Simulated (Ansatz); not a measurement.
# HfB2 (P6/mmm) in Ansatz: notebook

One crystal, HfB2, is run at these levels: PBE; tasks: relaxation of cell and atoms.

Everything below comes from runs of Ansatz 0.2.0. Logs are shortened: lines on timing, memory, paths and dates and some standing lists are left out, and cuts for length are marked.

## Step 1: The structure

The structure is hexagonal, space group P6/mmm (No. 191). Conventional cell: a = 3.140 Å, b = 3.140 Å, c = 3.480 Å, α = 90.00°, β = 90.00°, γ = 120.00°. Around Hf (site symmetry 6/mmm) lie 12 B at 2.51 Å. Around B (site symmetry -6m2) lie 3 B at 1.81 Å.

## Step 2: Relaxation of cell and atoms, PBE

The input, input.yaml:

```yaml
crystal:
  lattice:
    - [3.14, 0.0, 0.0]
    - [-1.57, 2.7193197679, 0.0]
    - [0.0, 0.0, 3.48]
  atoms:
    - { symbol: Hf, position: [0.0, 0.0, 0.0] }
    - { symbol: B, position: [0.6666666667, 0.3333333333, 0.5] }
    - { symbol: B, position: [0.3333333333, 0.6666666667, 0.5] }
hamiltonian:
  xc: pbe
  pseudopotentials: { kind: paw }
kpoints:
  mp_grid: { grid: [10, 10, 8] }
scf:
  occupations: { method: fermi_dirac, width: 0.05 }
output:
  forces: true
  stress: true
  eigenvalues: true
relax:
  f_tol: 0.01
  max_steps: 40
  cell: { stress_tol: 0.05 }
```

Potentials or basis: Ansatz PAW.

Command:

```console
ansatz run input.yaml --threads 2 --pin off --max-ram 5632MiB --backend cpu --events-out ev --progress --plain --runs-dir out
```

The log of the run:

```text
Warning: RAYON_NUM_THREADS=2 ignored (pool sized by the plan → 2); use --threads N
Engine: ansatz 0.2.0, x86_64-unknown-linux-gnu
Pseudopotentials: kind: paw
Pseudopotential: Hf, paw, valence charge 26, recommended cutoff 420 eV (normal), Hf.paw.azcp
Pseudopotential: B, paw, valence charge 3, recommended cutoff 420 eV (normal), B.paw.azcp
Functional definition: PBE
  parameter kappa = 0.804
  parameter beta = 0.06672455060314922
  exchange = pbe_x(kappa = kappa, mu = beta*pi^2/3)
  correlation = pbe_c(beta = beta)
Crystal: 3 atoms, lattice volume = 29.715 Å³
Basis set: ecut = 420 eV, 563 PW (Γ), exchange–correlation on 48×48×48 points (8 copies of the dense FFT grid, shifted against one another)
Bands: 20, of which v1, the nominal top of the filled ones, is band 16 counted from 1 (15 counted from 0)
Symmetry: 24 space group operations
Space group: P6/mmm (ITA 191), of the structure as read, at distance tolerance 3.1e-5 Å
k-points: 70 of 800
Non-local potential: Hf, projectors of the file, l = 0: 3, l = 1: 2, l = 2: 2, l = 3: 3
Non-local potential: B, projectors of the file, l = 0: 2, l = 1: 2, l = 2: 1
PAW form: soft (Blöchl's): semilocal exchange-correlation on the pseudo side does not see the compensation charge
PAW one-centre angular grid: Hf, 590 points (default); XC on 64 Gauss nodes
PAW one-centre angular grid: B, 110 points (default); XC on 64 Gauss nodes
Initial density: superposition of atomic densities (neutral atoms: chi_scale 0, normalization atom), corrected by the library's trained network
Initial wavefunctions: pseudopotential atomic-orbital guess
Functional: x = pbe(κ = 0.804, μ = 0.2195149727645171), c = pbe(β = 0.06672455060314922)
SCF iter   1: F=—  HF=-16036.213063 eV  |F-HF|=—  |Δ(HF+E_count)|=         —  Δρ=1.63e-3  dr2=9.24e-4  ethr=1.77e-3  ⟨swp⟩=4.1  Hψ=5462  notcnv=0
preconditioner: auto → none  [insulator: Δε(μ)=0.297 eV  Ē_g=17.458 eV  σ=0.050 eV  W_gap=0.77  n_scr=8 (ndim 8)  ℏωp=37.3 eV  f_vac=0.000  D(μ)=0.31/eV (n_scr^D=0)  ε∞_Penn≈5.6]
SCF iter   2: F=—  HF=-16036.212754 eV  |F-HF|=—  |Δ(HF+E_count)|=   3.09e-4  Δρ=5.72e-4  dr2=5.29e-5  ethr=2.89e-6  ⟨swp⟩=2.6  Hψ=3050  notcnv=0
SCF iter   3: F=—  HF=-16036.212755 eV  |F-HF|=—  |Δ(HF+E_count)|=   1.17e-6  Δρ=2.86e-4  dr2=8.65e-6  ethr=1.65e-7  ⟨swp⟩=2.1  Hψ=2033  notcnv=0
SCF iter   4: F=—  HF=-16036.212754 eV  |F-HF|=—  |Δ(HF+E_count)|=   1.01e-6  Δρ=1.34e-4  dr2=2.51e-6  ethr=2.70e-8  ⟨swp⟩=2.0  Hψ=2385  notcnv=0
SCF iter   5: F=—  HF=-16036.212753 eV  |F-HF|=—  |Δ(HF+E_count)|=   1.26e-6  Δρ=4.32e-5  dr2=1.51e-7  ethr=7.83e-9  ⟨swp⟩=2.0  Hψ=2512  notcnv=0
SCF iter   6: F=-16036.212753 eV  HF=-16036.212753 eV  |F-HF|=3.05e-9  |Δ(HF+E_count)|=   4.77e-8  Δρ=7.51e-6  dr2=4.11e-9  ethr=3.13e-10  ⟨swp⟩=4.4  Hψ=5224  notcnv=0
SCF 1 converged in 6 iterations: F = -16036.212753 eV  dr2 = 4.11e-9
relax step   1: F+E_penalty+E_count = -16036.21275298 eV  Δ(F+E_penalty+E_count) = +0.000e0 eV  max|allowed force component| = 1.850e-16 eV/Å  Δτ_max = 0.0000 Å  P = +1.384 GPa  Ω = 29.715 Å³  (6 SCF iters, dr2 threshold 1.00e-7 eV, accepted)
Crystal: 3 atoms, lattice volume = 29.952 Å³
Initial density: handed on by an earlier stage of this run
Initial wavefunctions: those handed on with the density
iter 1 solved again at ethr=9.94e-7 eV; its pass at ethr=3.10e-3 eV (dr2=3.18e-4 eV) is discarded
SCF iter   1: F=—  HF=-16036.213066 eV  |F-HF|=—  |Δ(HF+E_count)|=         —  Δρ=8.22e-4  dr2=3.39e-4  ethr=9.94e-7  ⟨swp⟩=2.0  Hψ=7731  notcnv=0
[... 33 lines left out ...]
SCF 5 converged in 6 iterations: F = -16036.213540 eV  dr2 = 2.21e-13
relax step   5: F+E_penalty+E_count = -16036.21353982 eV  Δ(F+E_penalty+E_count) = -2.099e-4 eV  max|allowed force component| = 2.344e-16 eV/Å  Δτ_max = 0.0000 Å  P = +0.007 GPa  Ω = 29.882 Å³  stress off target by 7.45e-3 GPa  SCF on the basis re-selected at this cell (its energy is not comparable with the rows above)  (6 SCF iters)
basis re-selected at this cell: Δ(F+E_penalty+E_count) = -2.099e-4 eV, ΔP = +0.008 GPa vs the last step (what re-selecting the basis moved, of the pressure what is left beyond the Pulay correction that the steps carried, after the strain that the cell walked since its last selection, with what the two solves' SCF thresholds leave and, on support functions, any second-order correction that the steps lacked; it is no measure of the basis error at this ecutwfc). This SCF's stress stands 7.45e-3 GPa from its target on what of the cell is left free (relax.cell.stress_tol is 5.00e-2 GPa) and its largest allowed force component is 2.34e-16 eV/Å (relax.f_tol is 1.00e-2 eV/Å): within both
SCF converged after 6 iterations
Free energy (F): -16036.213540 eV
Harris-Foulkes:  -16036.213540 eV  (|F-HF|=0.00e0)
Internal energy: -16036.210959 eV  (E = F + TS)
E sigma→0 (E₀):  -16036.212249 eV
Entropy (-TS):   -0.002581 eV (-0.860 meV/atom)
Fermi energy:    20.299900 eV
--- Per-component energies (eV) ---
  E_band       = 124.486953
  E_kinetic    = 525.424895
  E_local      = -5291.601444  (includes V_loc(G=0)·N_el)
  E_nonlocal   = -1221.884704
  E_hartree    = 2521.045955
  E_xc         = -366.850721
  E_vxc        = -346.088125  (∫ρ·V_xc dr)
  E_paw        = -7085.338060  (= ΣΔE_a)
  E_vpaw       = 1416.544437  (= ΣTr[D̂ρ^β])
  E_aug_tail   = -0.000007  (compensation charges beyond the density's cutoff)
  E_ewald      = -5117.006873
  E_smearing   = -0.002581  (= −TS)
  E_closure    = -0.000000  (closes the sum)
  Σ components = -16036.213540   (vs F -16036.213540, Δ=0.00e0)
--- Forces (eV/Å), atoms counted from 1 ---
  atom   1  Hf    -0.00000000    -0.00000000     0.00000000
  atom   2  B     -0.00000000    -0.00000000     0.00000000
  atom   3  B     -0.00000000     0.00000000    -0.00000000
  max |Σ_I F_I| component: 1.11e-16 eV/Å
--- Stress (GPa, compression-positive) ---
        0.006971       0.000000      -0.000000
        0.000000       0.006971      -0.000000
       -0.000000      -0.000000       0.007447
  P = ⅓ Tr σ = 0.0071 GPa (0.071 kbar)
--- Band table (eV; the first three rows and the last of 70) ---
  k-point 0: bands = ["-41.4169", "-10.2780", "-9.8041", "-9.8041", "6.6773", "8.6096", "8.6256", "8.6411", "8.6411", "8.6427", "8.6427", "8.7339", "17.3859", "17.5076", "17.5076", "17.6350", "24.3711", "24.3711", "24.9787", "24.9787"]
  k-point 1: bands = ["-41.4159", "-10.3180", "-9.8012", "-9.8012", "6.9190", "8.6074", "8.6256", "8.6396", "8.6396", "8.6441", "8.6441", "8.7339", "15.8987", "17.6665", "17.6665", "19.0395", "23.0585", "23.0585", "24.4719", "24.4719"]
  k-point 2: bands = ["-41.4135", "-10.4130", "-9.7942", "-9.7942", "7.5852", "8.6054", "8.6254", "8.6323", "8.6323", "8.6515", "8.6515", "8.7339", "14.2644", "18.1249", "18.1249", "20.5253", "21.7826", "21.7826", "23.3015", "23.3015"]
  k-point 69: bands = ["-41.3574", "-10.3537", "-10.3509", "-10.2127", "8.6139", "8.6250", "8.6335", "8.6393", "8.6409", "8.6561", "8.7069", "10.8484", "11.8460", "14.9376", "17.0981", "17.2034", "24.8108", "25.8991", "26.8109", "27.3178"]
--- Relaxed structure (4 steps of the walk, 4 accepted, 1 SCFs on fresh bases) ---
  F+E_penalty+E_count = -16036.21353982 eV   max|allowed force component| = 2.344e-16 eV/Å   (the final SCF, on the basis selected at the relaxed cell)
  cell:  # Å, volume = 29.8815 Å³
    - [3.1439597067067595, 0.0, 0.0]
    - [-1.5719798533533798, 2.7227489744827267, 0.0]
    - [0.0, 0.0, 3.4907438488393447]
  atoms:
    - { symbol: Hf, position: [-3.3057483146382317e-35, -3.885481138290951e-35, 0.0] }
    - { symbol: B, position: [0.6666666666666665, 0.3333333333333333, 0.5] }
    - { symbol: B, position: [0.3333333333333333, 0.6666666666666666, 0.5] }
```

Wall time 8.7 s (2 threads of Intel Xeon Platinum 8259CL at 2.50GHz (Skylake/Cascade Lake), shared host); peak memory 0.41 GiB.

Results:

| Property | Result |
| --- | --- |
| Free energy | -16036.2135 eV |
| Relaxed volume | 9.96 Å³/atom |
| Relaxed cell | a = 3.144 Å, b = 3.144 Å, c = 3.491 Å, α = 90.00°, β = 90.00°, γ = 120.00° |
| Space group after relaxing (to 0.05 Å) | P6/mmm (No. 191) |
| Energy gained by relaxing | 0.3 meV/atom |
| Ionic steps | 5 |
| Pressure after relaxing | 0.0 GPa |
| Band gap on the k mesh | none (metal or under the smearing width) |

Step by step:
```
step  energy change (eV)  largest force (eV/Å)  volume (Å³)
   1              0.0000                0.0000        29.71
   2             -0.0002                0.0000        29.95
   3             -0.0005                0.0000        29.89
   4             -0.0006                0.0000        29.88
   5             -0.0008                0.0000        29.88
```

Final structure:
```
Hf B
1.0
     3.14396    0.00000    0.00000
    -1.57198    2.72275    0.00000
     0.00000    0.00000    3.49074
Hf B
1 2
Direct
  0.00000 0.00000 0.00000
  0.66667 0.33333 0.50000
  0.33333 0.66667 0.50000
```

Levels at points of the mesh, in eV from the Fermi level:
```
             k point  band 13  band 14  band 15  band 16  band 17  band 18  band 19  band 20
  (0.00, 0.00, 0.00)    -2.91    -2.79    -2.79    -2.66     4.07     4.07     4.68     4.68
 (0.00, 0.00, -0.50)    -8.25    -1.05    -1.05     0.42     0.42     1.07     1.07     2.26
 (0.00, -0.50, 0.00)    -8.89    -4.04    -3.29    -2.76     2.23     2.78     5.60     5.76
(0.00, -0.50, -0.50)    -7.37    -4.85    -4.60    -2.59     4.11     4.18     6.28     7.18
```

Caveat: the plane-wave basis is chosen anew once the cell has moved, so the energies of steps on either side of that aren't comparable.

## Step 3: Relaxation of cell and atoms, PBE, target pressure 2 GPa, at which the enthalpy is minimised

Edit input.yaml of step 2 so:

```diff
@@ -23,2 +23,2 @@
   max_steps: 40
-  cell: { stress_tol: 0.05 }
+  cell: { stress_tol: 0.05, p_target: 2.0 }
```

Potentials or basis: Ansatz PAW.

Command:

```console
ansatz run input.yaml --threads 2 --pin off --max-ram 5632MiB --backend cpu --events-out ev --progress --plain --runs-dir out
```

Run time: 6 s. Hardware: 2 threads of Intel Xeon Platinum 8259CL at 2.50GHz (Skylake/Cascade Lake), shared host; peak memory 0.39 GiB.

The run converged. Its results:

```
Free energy                                            : -16036.2121 eV
Relaxed volume                                         : 9.88 Å³/atom
Relaxed cell                                           : a = 3.136 Å, b = 3.136 Å, c = 3.480 Å, α = 90.00°, β = 90.00°, γ = 120.00°
Space group after relaxing (to 0.05 Å)                 : P6/mmm (No. 191)
Energy change on relaxing (the enthalpy is what falls) : +0.2 meV/atom
Ionic steps                                            : 4
Pressure after relaxing                                : 2.0 GPa
Band gap on the k mesh                                 : none (metal or under the smearing width)
```

The path:
| step | energy change (eV) | largest force (eV/Å) | volume (Å³) |
| --- | --- | --- | --- |
| 1 | 0.0000 | 0.0000 | 29.71 |
| 2 | 0.0007 | 0.0000 | 29.63 |
| 3 | 0.0006 | 0.0000 | 29.65 |
| 4 | 0.0007 | 0.0000 | 29.65 |

Final structure:
```
Hf B
1.0
     3.13632    0.00000    0.00000
    -1.56816    2.71613    0.00000
     0.00000    0.00000    3.48034
Hf B
1 2
Direct
  0.00000 0.00000 0.00000
  0.66667 0.33333 0.50000
  0.33333 0.66667 0.50000
```

Levels at points of the mesh, in eV from the Fermi level:
```
             k point  band 12  band 13  band 14  band 15  band 16  band 17  band 18  band 19  band 20
  (0.00, 0.00, 0.00)   -11.53    -2.93    -2.81    -2.81    -2.66     4.11     4.11     4.73     4.73
 (0.00, 0.00, -0.50)   -11.20    -8.28    -1.05    -1.05     0.41     0.41     1.07     1.07     2.29
 (0.00, -0.50, 0.00)    -9.69    -8.89    -4.06    -3.30    -2.79     2.25     2.81     5.66     5.81
(0.00, -0.50, -0.50)   -10.26    -7.37    -4.88    -4.63    -2.58     4.15     4.23     6.34     7.27
```

Caveat: the plane-wave basis is chosen anew once the cell has moved, so the energies of steps on either side of that aren't comparable. Spin-orbit coupling is left out, which matters for the levels of Hf.

## Step 4: Relaxation of cell and atoms, PBE, target pressure 5 GPa, at which the enthalpy is minimised

Edit input.yaml of step 3 so:

```diff
@@ -23,2 +23,2 @@
   max_steps: 40
-  cell: { stress_tol: 0.05, p_target: 2.0 }
+  cell: { stress_tol: 0.05, p_target: 5.0 }
```

Potentials or basis: Ansatz PAW.

Command:

```console
ansatz run input.yaml --threads 2 --pin off --max-ram 5632MiB --backend cpu --events-out ev --progress --plain --runs-dir out
```

The log of the run:

```text
Warning: RAYON_NUM_THREADS=2 ignored (pool sized by the plan → 2); use --threads N
[... 9 set-up lines as earlier in the session ...]
Crystal: 3 atoms, lattice volume = 29.715 Å³
Basis set: ecut = 420 eV, 563 PW (Γ), exchange–correlation on 48×48×48 points (8 copies of the dense FFT grid, shifted against one another)
[... 106 lines left out ...]
--- Stress (GPa, compression-positive) ---
        5.000260       0.000000      -0.000000
        0.000000       5.000260      -0.000000
       -0.000000      -0.000000       5.000505
  P = ⅓ Tr σ = 5.0003 GPa (50.003 kbar)
--- Band table (eV; the first three rows and the last of 70) ---
  k-point 0: bands = ["-40.9449", "-9.8206", "-9.3254", "-9.3254", "6.9704", "9.0855", "9.1001", "9.1188", "9.1188", "9.1200", "9.1200", "9.2150", "17.7471", "17.8570", "17.8570", "18.0604", "24.8667", "24.8667", "25.4978", "25.4978"]
  k-point 1: bands = ["-40.9438", "-9.8644", "-9.3222", "-9.3222", "7.2204", "9.0831", "9.1001", "9.1167", "9.1167", "9.1220", "9.1220", "9.2151", "16.2832", "18.0194", "18.0194", "19.4442", "23.5073", "23.5073", "24.9746", "24.9746"]
  k-point 2: bands = ["-40.9411", "-9.9683", "-9.3146", "-9.3146", "7.9093", "9.0804", "9.0999", "9.1086", "9.1086", "9.1300", "9.1300", "9.2151", "14.6381", "18.4884", "18.4884", "20.9496", "22.1991", "22.1991", "23.7705", "23.7705"]
  k-point 69: bands = ["-40.8800", "-9.9066", "-9.9059", "-9.7595", "9.0868", "9.0990", "9.1113", "9.1166", "9.1191", "9.1329", "9.1866", "11.1675", "12.1699", "15.3128", "17.4961", "17.5816", "25.3651", "26.4420", "27.3930", "27.8861"]
--- Relaxed structure (5 steps of the walk, 5 accepted, 2 SCFs on fresh bases) ---
  F+E_penalty+E_count = -16036.20472491 eV   max|allowed force component| = 2.282e-16 eV/Å   (the final SCF, on the basis selected at the relaxed cell)
  cell:  # Å, volume = 29.3077 Å³
    - [3.125427785895434, 0.0, 0.0]
    - [-1.562713892947717, 2.7066998602791967, 0.0]
    - [0.0, 0.0, 3.46442767039687]
  atoms:
    - { symbol: Hf, position: [-8.600016065972243e-35, -1.5837024386451731e-34, 0.0] }
    - { symbol: B, position: [0.6666666666666667, 0.33333333333333337, 0.5] }
    - { symbol: B, position: [0.33333333333333337, 0.6666666666666667, 0.5] }
```

Run time: 11 s. Hardware: 2 threads of Intel Xeon Platinum 8259CL at 2.50GHz (Skylake/Cascade Lake), shared host; peak memory 0.42 GiB.

What came out:

| Property | Result |
| --- | --- |
| Free energy | -16036.2047 eV |
| Relaxed volume | 9.77 Å³/atom |
| Relaxed cell | a = 3.125 Å, b = 3.125 Å, c = 3.464 Å, α = 90.00°, β = 90.00°, γ = 120.00° |
| Space group after relaxing (to 0.05 Å) | P6/mmm (No. 191) |
| Energy change on relaxing (the enthalpy is what falls) | +2.7 meV/atom |
| Ionic steps | 7 |
| Pressure after relaxing | 5.0 GPa |
| Band gap on the k mesh | none (metal or under the smearing width) |

Step by step:
| step | energy change (eV) | largest force (eV/Å) | volume (Å³) |
| --- | --- | --- | --- |
| 1 | 0.0000 | 0.0000 | 29.71 |
| 2 | 0.0130 | 0.0000 | 29.16 |
| 3 | 0.0077 | 0.0000 | 29.31 |
| 4 | 0.0074 | 0.0000 | 29.31 |
| 5 | 0.0079 | 0.0000 | 29.31 |
| 6 | 0.0080 | 0.0000 | 29.31 |
| 7 | 0.0080 | 0.0000 | 29.31 |

Final structure:
```
CELL_PARAMETERS angstrom
3.12543 0.00000 0.00000
-1.56271 2.70670 0.00000
0.00000 0.00000 3.46443
ATOMIC_POSITIONS crystal
Hf 0.00000 0.00000 0.00000
B 0.66667 0.33333 0.50000
B 0.33333 0.66667 0.50000
```

Caveat: the plane-wave basis is chosen anew once the cell has moved, so the energies of steps on either side of that aren't comparable. The run has no spin-orbit coupling, so splittings on Hf are missing.

(Continued in part 2 of 2.)
